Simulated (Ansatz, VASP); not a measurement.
## One calculation of Na, two programs

INCAR

```
SYSTEM = Na
PREC = Accurate ; ENCUT = 520
EDIFF = 1E-6 ; ISMEAR = -1
SIGMA = 0.05 ; LREAL = .FALSE.
LASPH = .TRUE. ; NELM = 60
ALGO = Normal ; ISIF = 2
LWAVE = .FALSE. ; LCHARG = .FALSE.
GGA = PS ; NBANDS = 22
```

Contents of KPOINTS:

```
Automatic mesh
0
G
  5 5 2
  0 0 0
```

File POSCAR:

```
Na
1.0
    3.7003831212      0.0000000000      0.0000000000
   -1.8501915606      3.2046257867      0.0000000000
    0.0000000000      0.0000000000     12.5373215400
Na
4
Direct
    0.6666666667      0.3333333333      0.7500000000
    0.0000000000      0.0000000000      0.5000000000
    0.3333333333      0.6666666667      0.2500000000
    0.0000000000      0.0000000000      0.0000000000
```

input.yaml

```yaml
crystal:
  lattice:
    - [3.7003831212, 0.0, 0.0]
    - [-1.8501915606, 3.2046257867, 0.0]
    - [0.0, 0.0, 12.53732154]
  atoms:
    - { symbol: Na, position: [0.6666666667, 0.3333333333, 0.75] }
    - { symbol: Na, position: [0.0, 0.0, 0.5] }
    - { symbol: Na, position: [0.3333333333, 0.6666666667, 0.25] }
    - { symbol: Na, position: [0.0, 0.0, 0.0] }
hamiltonian:
  xc: pbesol
  pseudopotentials: { kind: paw }
kpoints:
  mp_grid: { grid: [5, 5, 2] }
scf:
  occupations: { method: fermi_dirac, width: 0.05 }
  n_extra_bands: 10
output:
  forces: true
  stress: true
  eigenvalues: true
  dos: { projected: true, de: 0.05, nscf_kmesh: { grid: [8, 8, 3] } }
```

This isn't the form of Na at room conditions, which is bcc.

Alike in both runs: functional PBEsol; k mesh 5 × 5 × 2; occupations fermi-dirac, width 0.05 eV; no spin polarisation.

```csv
,VASP,Ansatz
version,VASP 6.6.1,Ansatz 0.2.0
potentials or method,"VASP PAW PBE potentials, release 64 (Na_pv)",Ansatz PAW
plane-wave cutoff (eV),520,420
valence electrons in the cell,28,36
task,single point,projected density of states
```

|  | VASP | Ansatz | Ansatz less VASP |
| --- | --- | --- | --- |
| gap on the k mesh at the Fermi level (eV) | none | none | - |
| pressure (GPa) | -0.2 | -0.2 | 0.00 |
| largest component of the traceless stress (GPa) | 0.10 | 0.10 | -0.001 |

A gap of «none» marks a metal or a gap that the smearing closes. With one functional, cell and mesh, what is left measures potentials, basis and numerics. The two sets of potentials don't hold the same shells in valence.

Caveats: the k mesh is coarse (spacing up to 0.39 Å⁻¹), so the values aren't converged; the PAW data sets were made with another functional, which shifts forces and pressure a little (VASP); the PAW data sets come from PBE, with cores solved anew for the run's functional, which leaves a small shift of forces and pressure (Ansatz); the density of states is complete only up to the lowest level of the last band computed (Ansatz).
